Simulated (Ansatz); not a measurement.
Reactions of `FC(F)C(F)C(F)(F)F`.

Computed with Ansatz on PBE0-D4/def2-TZVP structures; ΔE is electronic, products minus reactants. CBS: MP2 limit from def2 TZ/QZ plus the TZ coupled-cluster correction, frozen cores. This one scheme is used for every species. Functionals use def2-TZVPP. def2 core potentials past Kr. For Sn outer-core shells are correlated without core-valence functions, which leaves a few kJ/mol of doubt a bond. Each species was taken in one conformer, which may not be the lowest.

```json
{"reaction": "`FC(F)C(F)C(F)(F)F` + HCl → `FC(Cl)C(F)(F)F` + `FCF`", "CCSD(T)/CBS(def2) (kJ/mol)": "33"}
{"reaction": "`FC(F)C(F)C(F)(F)F` + `OC(F)F` → `FC(F)OC(F)F` + `FCC(F)(F)F`", "CCSD(T)/CBS(def2) (kJ/mol)": "?"}
{"reaction": "`FC(F)C(F)C(F)(F)F` + `[OH][SnH]([F])[F]` → `[F][SnH]([F])[O]C(F)(F)F` + `FCC(F)F`", "CCSD(T)/CBS(def2) (kJ/mol)": "-16"}
{"reaction": "`FC(F)C(F)C(F)(F)F` + `FCF` → `FC(F)C(F)C(F)(F)C(F)F` + H–F", "CCSD(T)/CBS(def2) (kJ/mol)": "-8"}
{"reaction": "`FC(F)C(F)C(F)(F)F` + `OCF` → `FCOC(F)C(F)F` + `FC(F)F`", "CCSD(T)/CBS(def2) (kJ/mol)": "-1"}
{"reaction": "`FC(F)C(F)C(F)(F)F` + `FCF` → `FC(F)[C@H](F)[C@@H](F)C(F)(F)F` + H–F", "CCSD(T)/CBS(def2) (kJ/mol)": "?"}
```

Q: Fill in the missing values. (Best estimate.)

A: Computed: `FC(F)C(F)C(F)(F)F` + `OC(F)F` → `FC(F)OC(F)F` + `FCC(F)(F)F`: +13.0 kJ/mol; `FC(F)C(F)C(F)(F)F` + `FCF` → `FC(F)[C@H](F)[C@@H](F)C(F)(F)F` + H–F: -40.0 kJ/mol.

Largest T1 diagnostic: 0.015, for `[OH][SnH]([F])[F]`.
